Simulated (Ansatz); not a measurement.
## Li: equilibrium volume by level of theory

```cif
data_structure
_symmetry_space_group_name_H-M 'Fm-3m'
_symmetry_Int_Tables_number 225
_cell_length_a 4.4040
_cell_length_b 4.4040
_cell_length_c 4.4040
_cell_angle_alpha 90.000
_cell_angle_beta 90.000
_cell_angle_gamma 90.000
_cell_volume 85.42
loop_
_atom_site_label
_atom_site_type_symbol
_atom_site_symmetry_multiplicity
_atom_site_Wyckoff_symbol
_atom_site_fract_x
_atom_site_fract_y
_atom_site_fract_z
_atom_site_occupancy
Li1 Li 4 a 0.00000 0.00000 0.00000 1
```

This isn't the form of Li at room conditions, which is bcc.

| rung | level | program and potentials | cutoff (eV) | k mesh | smearing | core time | chip | equilibrium volume (Å³/atom) | notes |
| --- | --- | --- | --- | --- | --- | --- | --- | --- | --- |
| GGA | PBEsol | Ansatz, Ansatz PAW | 420 | 10 × 10 × 10 | fermi-dirac 0.05 | 1.8 s | Arm Neoverse V2 | (a) | potentials made for PBE, which Ansatz adapts in part |
| GGA | BLYP | Ansatz, Ansatz PAW | 420 | 10 × 10 × 10 | fermi-dirac 0.05 | 1.9 s | Arm Neoverse V2 | 19.95 | potentials made for PBE, which Ansatz adapts in part |
| LDA | LDA | Ansatz, Ansatz PAW | 420 | 10 × 10 × 10 | fermi-dirac 0.05 | 2 s | Arm Neoverse V2 | 18.94 | potentials made for PBE, which Ansatz adapts in part |
| meta-GGA | r2SCAN | Ansatz, Ansatz PAW | 500 | 10 × 10 × 10 | fermi-dirac 0.05 | 3.3 s | Arm Neoverse V2 | 20.99 | potentials made for PBE, which Ansatz adapts in part |

Times are single runs on shared hosts, so they are rough; meshes, cutoffs and the tasks' sizes weigh on the time. Task: relaxation of cell and atoms. All rows: no spin polarisation. Smearing widths are in eV. For a metal such meshes aren't converged. Meshes are those of the run's cell of 1 atom unless a note names another. Relaxations start from the cell shown or near it and stop with a little pressure left. Runs on faulty files, with rough fits or with known faults for this quantity aren't shown. PBE isn't shown for this crystal. No row holds spin-orbit coupling.

Problem. Estimate the value left out from the other rows.

Solution. (a) 20.16 Å³/atom.
